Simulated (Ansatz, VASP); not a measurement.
# One calculation of Si, two programs

Contents of INCAR:

```
SYSTEM = Si
ALGO     = Normal         ! electronic algorithm
EDIFF    = 1E-7           ! SCF threshold, eV
ENCUT    = 520            ! plane-wave cutoff, eV
GGA      = PE             ! functional
ISIF     = 2              ! what is computed and relaxed
ISMEAR   = -1             ! smearing method
LASPH    = .True.         ! aspherical terms in the spheres
LCHARG   = .False.        ! write CHGCAR
LREAL    = .False.        ! projectors in reciprocal space
LWAVE    = .False.        ! write WAVECAR
NBANDS   = 16             ! bands
NELM     = 80             ! most SCF steps
PREC     = Accurate       ! precision mode
SIGMA    = 0.05           ! smearing width, eV
```

The input KPOINTS:

```
k-points
0
Gamma
  8 8 8
  0 0 0
```

File POSCAR:

```
Si
1.0
    0.0000000000      2.6949011582      4.7043458589
    2.4541433721      0.0000000000      4.7043458589
    2.4541433721      2.6949011582      0.0000000000
Si
4
Direct
    0.2202307000      0.2202307000      0.7797693000
    0.7797693000      0.7797693000      0.2202307000
    0.2726057200      0.7273942800      0.2726057200
    0.7273942800      0.2726057200      0.7273942800
```

Contents of input.yaml:

```yaml
crystal:
  lattice:
    - [0.0, 2.6949011582, 4.7043458589]
    - [2.4541433721, 0.0, 4.7043458589]
    - [2.4541433721, 2.6949011582, 0.0]
  atoms:
    - { symbol: Si, position: [0.2202307, 0.2202307, 0.7797693] }
    - { symbol: Si, position: [0.7797693, 0.7797693, 0.2202307] }
    - { symbol: Si, position: [0.27260572, 0.72739428, 0.27260572] }
    - { symbol: Si, position: [0.72739428, 0.27260572, 0.72739428] }
hamiltonian:
  xc: pbe
  pseudopotentials: { kind: paw }
kpoints:
  mp_grid: { grid: [8, 8, 8] }
scf:
  occupations: { method: fermi_dirac, width: 0.05 }
output:
  forces: true
  stress: true
  eigenvalues: true
  write_density: true
  write_potential: true
  elf: true
  volumetric_format: npy
```

Change from the starting cell: volume scaled by 1.04.

Alike in both runs: task single point; functional PBE; k mesh 8 × 8 × 8; occupations fermi-dirac, width 0.05 eV; no spin polarisation.

```csv
,VASP,Ansatz
version,VASP 6.6.1,Ansatz 0.2.0
potentials or method,"VASP PAW PBE potentials, release 64 (Si)",Ansatz PAW
plane-wave cutoff (eV),520,420
valence electrons in the cell,16,16
```

```tsv
	VASP	Ansatz	Ansatz less VASP
gap on the k mesh at the Fermi level (eV)	none	none	-
pressure (GPa)	-1.0	-1.0	+0.06
largest component of the traceless stress (GPa)	0.56	0.58	+0.011
rms of the force components (eV/Å)	0.015	0.017	+0.0017
```

Atom by atom the forces differ by 0.002 eV/Å (rms over components). A gap of «none» marks a metal or a gap that the smearing closes.
